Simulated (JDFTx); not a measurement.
# Au (Fm-3m) in JDFTx: further runs

The runs below take Au through equation of state, with r2SCAN.

Program: JDFTx 1.7.0 (patched build). These are calculated values, not measurements. Logs are shortened: lines on timing, memory, paths and dates and some standing lists are left out, and cuts for length are marked. The log counts tension as positive stress, the text compression.

**Experimental background.**

From “Exploring toroidal anvil profiles for larger sample volumes above 4 Mbar”, 2024, pmc:11102561, for a bulk crystal of Au: bulk modulus 167 GPa.

The runs below are set against these values where they give the same quantity.

## 1. The crystal as given

The structure is cubic, space group Fm-3m (No. 225). Conventional cell: a = 4.070 Å, b = 4.070 Å, c = 4.070 Å, α = 90.00°, β = 90.00°, γ = 90.00°. Au (site symmetry m-3m) has 12 Au at 2.88 Å as nearest neighbours.

## 2. Equation of state, r2SCAN, 15.84 Å³/atom (volume scaled by 0.94)

Au.in reads:

```
lattice Face-Centered Cubic 7.5341783060
coords-type Lattice
ion Au     0.0000000000     0.0000000000     0.0000000000 1

ion-species pseudo/Au.upf
elec-cutoff 40
elec-ex-corr mgga-x-r2scan mgga-c-r2scan
kpoint-folding 11 11 11
elec-smearing Fermi 0.0018374661
elec-n-bands 15
electronic-SCF nIterations 100 energyDiffThreshold 1e-09
electronic-minimize nIterations 30 energyDiffThreshold 1e-7
forces-output-coords Cartesian

dump-name run.$VAR
dump End Ecomponents EigStats BandEigs Kpoints Forces Stress
```

Potentials or basis: SG15-PBE-1.2 with smoothed tails.

The run is started by

```
> jdftx -c 1 -i Au.in -o Au.out
```

Standard output:

```text
*************** JDFTx 1.7.0 (patched build) ***************

Input parsed successfully to the following command list (including defaults):
[... the input with its defaults ...]

---------- Setting up symmetries ----------

Found 48 point-group symmetries of the bravais lattice
Found 48 space-group symmetries with basis
Applied RMS atom displacement 0 bohrs to make symmetries exact.

---------- Initializing the Grid ----------
R =
[            0      3.76709      3.76709  ]
[      3.76709            0      3.76709  ]
[      3.76709      3.76709            0  ]
unit cell volume = 106.917
G =
[  -0.833958   0.833958   0.833958  ]
[   0.833958  -0.833958   0.833958  ]
[   0.833958   0.833958  -0.833958  ]
Minimum fftbox size, Smin = [  32  32  32  ]
Chosen fftbox size, S = [  32  32  32  ]

---------- Exchange Correlation functional ----------
Initialized LibXC exchange functional 'Re-regularized SCAN exchange by Furness et al'
Initialized LibXC correlation functional 'Re-regularized SCAN correlation by Furness et al'

---------- Setting up pseudopotentials ----------
Width of ionic core gaussian charges (only for fluid interactions / plotting) set to 0

Reading pseudopotential file 'pseudo/Au.upf':
  'Au' pseudopotential, 'PBE' functional
  Generated using ONCVPSP code by D. R. Hamann
  19 valence electrons, 0 orbitals, 8 projectors, 602 radial grid points, with lMax = 3
  Core radius for overlap checks: 2.79 bohrs.

Initialized 1 species with 1 total atoms.

Folded 1 k-points by 11x11x11 to 1331 k-points.

---------- Setting up k-points, bands, fillings ----------
Reduced to 56 k-points under symmetry.
Computing the number of bands and number of electrons
Calculating initial fillings.
nElectrons:  19.000000   nBands: 15   nStates: 56

----- Setting up reduced wavefunction bases (one per k-point) -----
average nbasis = 1292.046 , ideal nbasis = 1291.908

---------- Setting up ewald sum ----------
Optimum gaussian width for ewald sums = 1.920473 bohr.
Real space sum over 2197 unit cells with max indices [  6  6  6  ]
Reciprocal space sum over 2197 terms with max indices [  6  6  6  ]

---------- Allocating electronic variables ----------
Initializing wave functions:  (No orbitals for LCAO)  bandwidth-limited random numbers

Setting the auxilliary hamiltonian equal to the subspace hamiltonian.

-------- Electronic minimization -----------
Will mix electronic and kinetic density at each iteration.
	FillingsUpdate:  mu: +1.777489466  nElectrons: 19.000000
	FillingsUpdate:  mu: -0.096675447  nElectrons: 19.000000
SCF: Cycle:  0   F: -131.572692105667500   dF: -3.662e+01   |Residual|: 1.448e+01   |deigs|: 2.710e+00
	FillingsUpdate:  mu: +0.468498558  nElectrons: 19.000000
SCF: Cycle:  1   F: -131.699504110923499   dF: -1.268e-01   |Residual|: 1.144e+01   |deigs|: 1.047e+00
	FillingsUpdate:  mu: +1.622691210  nElectrons: 19.000000
SCF: Cycle:  2   F: -120.892770211974181   dF: +1.081e+01   |Residual|: 1.995e+01   |deigs|: 2.378e+00
	FillingsUpdate:  mu: +0.823094138  nElectrons: 19.000000
SCF: Cycle:  3   F: -137.227352490550885   dF: -1.633e+01   |Residual|: 3.027e+00   |deigs|: 1.230e+00
	FillingsUpdate:  mu: +0.818662941  nElectrons: 19.000000
SCF: Cycle:  4   F: -137.341963894969467   dF: -1.146e-01   |Residual|: 2.247e+00   |deigs|: 1.113e-02
	FillingsUpdate:  mu: +0.803768589  nElectrons: 19.000000
SCF: Cycle:  5   F: -137.312603292856011   dF: +2.936e-02   |Residual|: 1.764e+00   |deigs|: 3.100e-02
	FillingsUpdate:  mu: +1.139228674  nElectrons: 19.000000
SCF: Cycle:  6   F: -135.201726514660976   dF: +2.111e+00   |Residual|: 9.252e+00   |deigs|: 4.575e-01
	FillingsUpdate:  mu: +1.160785740  nElectrons: 19.000000
SCF: Cycle:  7   F: -134.890194448676851   dF: +3.115e-01   |Residual|: 9.433e+00   |deigs|: 2.322e-02
	FillingsUpdate:  mu: +1.261246676  nElectrons: 19.000000
SCF: Cycle:  8   F: -132.872343295347179   dF: +2.018e+00   |Residual|: 1.276e+01   |deigs|: 1.382e-01
	FillingsUpdate:  mu: +1.299134217  nElectrons: 19.000000
SCF: Cycle:  9   F: -131.792802582692559   dF: +1.080e+00   |Residual|: 1.430e+01   |deigs|: 6.127e-02
	FillingsUpdate:  mu: +1.291268810  nElectrons: 19.000000
SCF: Cycle: 10   F: -132.001280747988716   dF: -2.085e-01   |Residual|: 1.396e+01   |deigs|: 1.242e-02
	FillingsUpdate:  mu: +1.337821253  nElectrons: 19.000000
SCF: Cycle: 11   F: -131.063633205726717   dF: +9.376e-01   |Residual|: 1.514e+01   |deigs|: 5.626e-02
	FillingsUpdate:  mu: +1.304341871  nElectrons: 19.000000
SCF: Cycle: 12   F: -131.994151651019024   dF: -9.305e-01   |Residual|: 1.437e+01   |deigs|: 5.033e-02
	FillingsUpdate:  mu: +1.418898716  nElectrons: 19.000000
SCF: Cycle: 13   F: -127.063666361692441   dF: +4.930e+00   |Residual|: 2.012e+01   |deigs|: 2.282e-01
	FillingsUpdate:  mu: +0.869269206  nElectrons: 19.000000
SCF: Cycle: 14   F: -137.277033630173491   dF: -1.021e+01   |Residual|: 1.172e+00   |deigs|: 7.994e-01
	FillingsUpdate:  mu: +0.850757261  nElectrons: 19.000000
SCF: Cycle: 15   F: -137.358846775022784   dF: -8.181e-02   |Residual|: 3.134e-01   |deigs|: 2.857e-02
	FillingsUpdate:  mu: +0.849543093  nElectrons: 19.000000
SCF: Cycle: 16   F: -137.352307565179643   dF: +6.539e-03   |Residual|: 8.183e-01   |deigs|: 1.784e-02
	FillingsUpdate:  mu: +0.837127924  nElectrons: 19.000000
SCF: Cycle: 17   F: -137.359621039562398   dF: -7.313e-03   |Residual|: 6.332e-01   |deigs|: 1.626e-02
	FillingsUpdate:  mu: +0.838035372  nElectrons: 19.000000
SCF: Cycle: 18   F: -137.360237383943172   dF: -6.163e-04   |Residual|: 5.292e-01   |deigs|: 1.609e-03
	FillingsUpdate:  mu: +0.836171628  nElectrons: 19.000000
SCF: Cycle: 19   F: -137.361966846418852   dF: -1.729e-03   |Residual|: 3.932e-01   |deigs|: 4.514e-03
	FillingsUpdate:  mu: +0.830510347  nElectrons: 19.000000
SCF: Cycle: 20   F: -137.363906173807521   dF: -1.939e-03   |Residual|: 1.438e-01   |deigs|: 1.183e-02
	FillingsUpdate:  mu: +0.829835611  nElectrons: 19.000000
SCF: Cycle: 21   F: -137.364021078202711   dF: -1.149e-04   |Residual|: 4.524e-02   |deigs|: 3.088e-03
	FillingsUpdate:  mu: +0.830398822  nElectrons: 19.000000
SCF: Cycle: 22   F: -137.364055621680990   dF: -3.454e-05   |Residual|: 1.787e-02   |deigs|: 1.062e-03
	FillingsUpdate:  mu: +0.830609885  nElectrons: 19.000000
SCF: Cycle: 23   F: -137.364063308701873   dF: -7.687e-06   |Residual|: 1.630e-03   |deigs|: 6.122e-04
	FillingsUpdate:  mu: +0.830678094  nElectrons: 19.000000
SCF: Cycle: 24   F: -137.364063603862661   dF: -2.952e-07   |Residual|: 8.129e-04   |deigs|: 1.152e-04
	FillingsUpdate:  mu: +0.830636972  nElectrons: 19.000000
SCF: Cycle: 25   F: -137.364063656353579   dF: -5.249e-08   |Residual|: 1.016e-04   |deigs|: 6.420e-05
	FillingsUpdate:  mu: +0.830639716  nElectrons: 19.000000
SCF: Cycle: 26   F: -137.364063660885563   dF: -4.532e-09   |Residual|: 4.822e-05   |deigs|: 4.277e-06
	FillingsUpdate:  mu: +0.830641770  nElectrons: 19.000000
SCF: Cycle: 27   F: -137.364063662586773   dF: -1.701e-09   |Residual|: 4.000e-05   |deigs|: 3.762e-06
	FillingsUpdate:  mu: +0.830641886  nElectrons: 19.000000
SCF: Cycle: 28   F: -137.364063662925645   dF: -3.389e-10   |Residual|: 1.880e-05   |deigs|: 1.797e-06
	FillingsUpdate:  mu: +0.830641877  nElectrons: 19.000000
SCF: Cycle: 29   F: -137.364063663108624   dF: -1.830e-10   |Residual|: 5.115e-06   |deigs|: 2.263e-06
SCF: Converged (|Delta E|<1.000000e-09 for 2 iters).

Setting wave functions to eigenvectors of Hamiltonian

# Stress tensor in Cartesian coordinates [Eh/a0^3]:
[ -0.000700259            0            0  ]
[            0 -0.000700259            0  ]
[            0            0 -0.000700259  ]

# Ionic positions in lattice coordinates:
ion Au   0.000000000000000   0.000000000000000   0.000000000000000 1

# Forces in Cartesian coordinates:
force Au  -0.000000000000000  -0.000000000000000   0.000000000000000 1

# Energy components:
   Eewald =     -109.8417864252682676
       EH =       25.1022027245586692
     Eloc =      -83.1077005462641694
      Enl =        1.0932570753804933
      Exc =      -12.7520478186168607
       KE =       42.1420569274904011
-------------------------------------
     Etot =     -137.3640180627197083
       TS =        0.0000456003889086
-------------------------------------
        F =     -137.3640636631086238

IonicMinimize: Iter:   0  F: -137.364063663108624  |grad|_K:  0.000e+00
IonicMinimize: Converged (|grad|_K<1.000000e-04).

Dumping 'run.eigStats' ...
	eMin: -3.169595 at state 0 ( [ +0.000000 +0.000000 +0.000000 ] spin 0 )
	HOMO: +0.825382 at state 26 ( [ +0.000000 +0.272727 +0.454545 ] spin 0 )
	mu  : +0.830642
	LUMO: +0.834682 at state 11 ( [ +0.000000 +0.090909 -0.454545 ] spin 0 )
	eMax: +1.840822 at state 6 ( [ +0.000000 +0.090909 +0.090909 ] spin 0 )
	HOMO-LUMO gap: +0.009300
	Optical gap  : +0.077311 at state 34 ( [ +0.000000 +0.454545 +0.454545 ] spin 0 )
Done!
[note: the HOMO, LUMO and gaps printed at the end count levels as full or empty at half filling, so they show a gap where a level is partly filled]
```

It took 88 s on 1 thread of Intel Xeon 6975P-C (Granite Rapids), shared host; peak memory 0.1 GiB.

What came out:

```
Free energy            : -3737.8666 eV
Pressure               : 20.6 GPa
Band gap on the k mesh : none (metal or under the smearing width)
```

Caveat: the potentials were made for another functional, which shifts forces and pressure.

## 3. Equation of state, r2SCAN, 16.18 Å³/atom (volume scaled by 0.96)

Edit Au.in of step 2 so:

```diff
@@ -1,2 +1,2 @@
-lattice Face-Centered Cubic 7.5341783060
+lattice Face-Centered Cubic 7.5872376479
 coords-type Lattice
@@ -15,2 +15,2 @@
 dump-name run.$VAR
-dump End Ecomponents EigStats BandEigs Kpoints Forces Stress
+dump End Ecomponents EigStats BandEigs Kpoints Forces Stress ElecDensity KEdensity
```

Potentials or basis: SG15-PBE-1.2 with smoothed tails.

The run is started by

```
> jdftx -c 1 -i Au.in -o Au.out
```

It took 77 s on 1 thread of Intel Xeon 6975P-C (Granite Rapids), shared host; peak memory 0.1 GiB.

Results (log left out):

```yaml
Free_energy: -3737.9042 eV
Pressure: 15.2 GPa
Band_gap_on_the_k_mesh: none (metal or under the smearing width)
```

Caveat: the potentials were made for another functional, which shifts forces and pressure.

## 4. Equation of state, r2SCAN, 16.52 Å³/atom (volume scaled by 0.98)

Edit Au.in of step 3 so:

```diff
@@ -1,2 +1,2 @@
-lattice Face-Centered Cubic 7.5872376479
+lattice Face-Centered Cubic 7.6395650786
 coords-type Lattice
```

The run is started by

```
> jdftx -c 1 -i Au.in -o Au.out
```

Wall time 1.7 min (1 thread of Intel Xeon 6975P-C (Granite Rapids), shared host); peak memory 0.1 GiB.

The run converged. Its results:

```yaml
Free_energy: -3737.9311 eV
Pressure: 10.5 GPa
Band_gap_on_the_k_mesh: none (metal or under the smearing width)
```

Caveat: the potentials were made for another functional, which shifts forces and pressure.

## 5. Equation of state, r2SCAN, 16.85 Å³/atom

Edit Au.in of step 4 so:

```diff
@@ -1,2 +1,2 @@
-lattice Face-Centered Cubic 7.6395650786
+lattice Face-Centered Cubic 7.6911853272
 coords-type Lattice
```

The run is started by

```
> jdftx -c 1 -i Au.in -o Au.out
```

Wall time 82 s (1 thread of Intel Xeon 6975P-C (Granite Rapids), shared host); peak memory 0.1 GiB.

The run converged. Its results:

```
Free energy            : -3737.9488 eV
Pressure               : 6.3 GPa
Band gap on the k mesh : none (metal or under the smearing width)
```

Caveat: the potentials were made for another functional, which shifts forces and pressure.

## 6. Equation of state, r2SCAN, 17.19 Å³/atom (volume scaled by 1.02)

Edit Au.in of step 5 so:

```diff
@@ -1,2 +1,2 @@
-lattice Face-Centered Cubic 7.6911853272
+lattice Face-Centered Cubic 7.7421218140
 coords-type Lattice
```

Potentials or basis: SG15-PBE-1.2 with smoothed tails.

The run is started by

```
> jdftx -c 1 -i Au.in -o Au.out
```

Wall time 97 s (1 thread of Intel Xeon 6975P-C (Granite Rapids), shared host); peak memory 0.1 GiB.

Results (log left out):

| Quantity | Value |
| --- | --- |
| Free energy | -3737.9582 eV |
| Pressure | 2.7 GPa |
| Band gap on the k mesh | none (metal or under the smearing width) |

Caveat: the potentials were made for another functional, which shifts forces and pressure.

## 7. Equation of state, r2SCAN, 17.53 Å³/atom (volume scaled by 1.04)

Edit Au.in of step 6 so:

```diff
@@ -1,2 +1,2 @@
-lattice Face-Centered Cubic 7.7421218140
+lattice Face-Centered Cubic 7.7923967409
 coords-type Lattice
```

The run is started by

```
> jdftx -c 1 -i Au.in -o Au.out
```

It took 71 s on 1 thread of Intel Xeon 6975P-C (Granite Rapids), shared host; peak memory 0.1 GiB.

Results (log left out):

| Quantity | Value |
| --- | --- |
| Free energy | -3737.9604 eV |
| Pressure | -0.5 GPa |
| Band gap on the k mesh | none (metal or under the smearing width) |

Caveat: the potentials were made for another functional, which shifts forces and pressure.

## 8. Equation of state, r2SCAN, 17.87 Å³/atom (volume scaled by 1.06)

Edit Au.in of step 7 so:

```diff
@@ -1,2 +1,2 @@
-lattice Face-Centered Cubic 7.7923967409
+lattice Face-Centered Cubic 7.8420311792
 coords-type Lattice
```

The run is started by

```
> jdftx -c 1 -i Au.in -o Au.out
```

It took 69 s on 1 thread of Intel Xeon 6975P-C (Granite Rapids), shared host; peak memory 0.11 GiB.

It converged, with:

* Free energy: -3737.9564 eV
* Pressure: -3.3 GPa
* Band gap on the k mesh: none (metal or under the smearing width)

Caveat: the potentials were made for another functional, which shifts forces and pressure.

## 9. Equation of state, r2SCAN

Potentials or basis: SG15-PBE-1.2 with smoothed tails.

No new run: the results of the series are fitted here.

Results:

| Quantity | Value |
| --- | --- |
| Equilibrium volume | 17.47 Å³/atom |
| Bulk modulus | 159 GPa |
| Pressure derivative of the bulk modulus | 5.8 |

Energy against volume, from the lowest point:
```csv
volume (Å³/atom),energy (meV/atom)
15.843,93.85
16.181,56.26
16.518,29.29
16.855,11.67
17.192,2.24
17.529,0.00
17.866,4.06
```

Caveat: the potentials were made for another functional, which shifts forces and pressure. The run has no spin-orbit coupling, so splittings on Au are missing.

## 10. Against experiment

Step 9. Measured bulk modulus of Au: 167 GPa (quoted in “Exploring toroidal anvil profiles for larger sample volumes above 4 Mbar”, 2024, pmc:11102561). This calculation gives 159 GPa (-5.0 %). The fit is for a static lattice scaled at fixed shape and fixed fractional positions.
